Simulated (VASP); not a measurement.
A run of VASP 6.6.1 is set up as follows.

POSCAR

```
SrTiO3                                  
1.0
    3.8947475959      0.0000000000      0.0000000000
    0.0000000000      3.8947475959      0.0000000000
    0.0000000000      0.0000000000      3.8947475959
  Sr              Ti              O             
     1     1     3
Direct
     0.5000000000000000    0.5000000000000000    0.5000000000000000
     0.0000000000000000    0.0000000000000000    0.0000000000000000
     0.5000000000000000    0.0000000000000000    0.0000000000000000
     0.0000000000000000    0.5000000000000000    0.0000000000000000
     0.0000000000000000    0.0000000000000000    0.5000000000000000
```

Contents of INCAR.step1:

```
ALGO = Normal
EDIFF = 1E-5
ENCUT = 520
GGA = PE
ISIF = 2
ISMEAR = 0
KPAR = 2
LASPH = True
LCHARG = False
LMAXMIX = 4
LREAL = False
LWAVE = True
NBANDS = 28
NELM = 80
PREC = Accurate
SIGMA = 0.03
```

Contents of INCAR.step2:

```
ALGO = Normal
EDIFF = 1E-7
ENCUT = 520
GGA = PE
HFSCREEN = 0.2
ISIF = 2
ISMEAR = 0
ISTART = 1
KPAR = 2
LASPH = True
LCHARG = False
LHFCALC = True
LMAXMIX = 4
LREAL = False
LWAVE = False
NBANDS = 28
NELM = 80
PREC = Accurate
PRECFOCK = Fast
SIGMA = 0.03
```

File KPOINTS:

```
k-points
0
Gamma
  4 4 4
```

Contents of KPOINTS_OPT:

```
explicit points
4
Reciprocal
 0.0000000000  0.0000000000  0.0000000000 1
 0.5000000000  0.5000000000  0.0000000000 1
 0.5000000000  0.5000000000  0.5000000000 1
 0.0000000000  0.5000000000  0.0000000000 1
```

Potentials or basis: VASP PAW PBE potentials, release 64 (Sr_sv, Ti_sv, O).

Launch:

```console
$ cat potpaw_PBE.64/Sr_sv/POTCAR potpaw_PBE.64/Ti_sv/POTCAR potpaw_PBE.64/O/POTCAR > POTCAR
$ cp INCAR.step1 INCAR
$ mpirun -np 2 vasp_std > vasp.out
$ cp INCAR.step2 INCAR
$ mpirun -np 2 vasp_std > vasp.out
```

**Question.** Estimate the band gap along the path.

**Answer.** 3.33 eV, indirect (least direct gap 3.71 eV).

**Question.** Estimate the pressure.

**Answer.** 0.7 GPa.

**Question.** Estimate the band gap on the k mesh.

**Answer.** 3.33 eV, indirect (least direct gap 3.71 eV).

Caveat: the PAW data sets were made with another functional, which shifts forces and pressure a little.
